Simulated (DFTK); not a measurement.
Here is a DFTK 0.8.2 calculation.

run.jl

```julia
using DFTK
using PseudoPotentialData
using Unitful, UnitfulAtomic
using LinearAlgebra, Printf
include("save.jl")
disable_threading()

# lattice vectors are the columns
lattice = austrip(1u"Å") * [           0.0       2.211323       2.211323;
                 2.211323            0.0       2.211323;
                 2.211323       2.211323            0.0]
symbols   = [:Ta, :N]
positions = [[0.513526, 0.484213, 0.528979],
             [-0.012902, -0.014702, 0.015695]]
pseudopotentials = PseudoFamily("dojo.nc.sr.pbe.v0_4_1.standard.upf")
elements = Dict(s => ElementPsp(s, pseudopotentials) for s in unique(symbols))
atoms    = [elements[s] for s in symbols]

build_model(lattice, positions; symmetries=true) =
    model_DFT(lattice, atoms, positions;
              functionals=PBE(),
              temperature=austrip(0.05u"eV"),
              smearing=Smearing.FermiDirac(),
              symmetries)
Ecut  = 42.0  # hartree
kgrid = [10, 10, 10]
tol   = 1e-6
to_GPa = ustrip(uconvert(u"GPa", 1u"hartree/bohr^3"))

model = build_model(lattice, positions)
basis = PlaneWaveBasis(model; Ecut, kgrid)
display(basis)
scfres = self_consistent_field(basis;
                               tol,
                               nbandsalg=AdaptiveBands(model; n_bands_converge=14))
display(scfres.energies)
@printf "Fermi level: %.6f eV\n" ustrip(auconvert(u"eV", something(scfres.εF, NaN)))
forces = compute_forces_cart(scfres)
println("Forces (eV/Å)")
for (s, f) in zip(symbols, forces)
    @printf "%-3s %12.6f %12.6f %12.6f\n" s ustrip.(auconvert.(u"eV/Å", f))...
end
stress = compute_stresses_cart(scfres)
println("Stress (GPa)")
display(round.(stress * to_GPa; digits=4))
println("Levels at the first k-point (eV): ", round.(ustrip.(auconvert.(u"eV", scfres.eigenvalues[1][1:scfres.n_bands_converge])); digits=4))
save_scf!(scfres; forces, stress)
```

Potentials or basis: dojo.nc.sr.pbe.v0_4_1.standard.upf (PBE).

Launch:

```bash
$ julia --threads=1 run.jl  # save.jl only writes the numbers to a file and isn't shown; printed stress counts tension as positive; times include loading and compiling
```

(1) What does it give for the pressure?

(2) Estimate the largest force.

(3) Estimate the band gap on the k mesh.

Answers

(1) 0.2 GPa.

(2) 0.814 eV/Å.

(3) none (metal or under the smearing width).
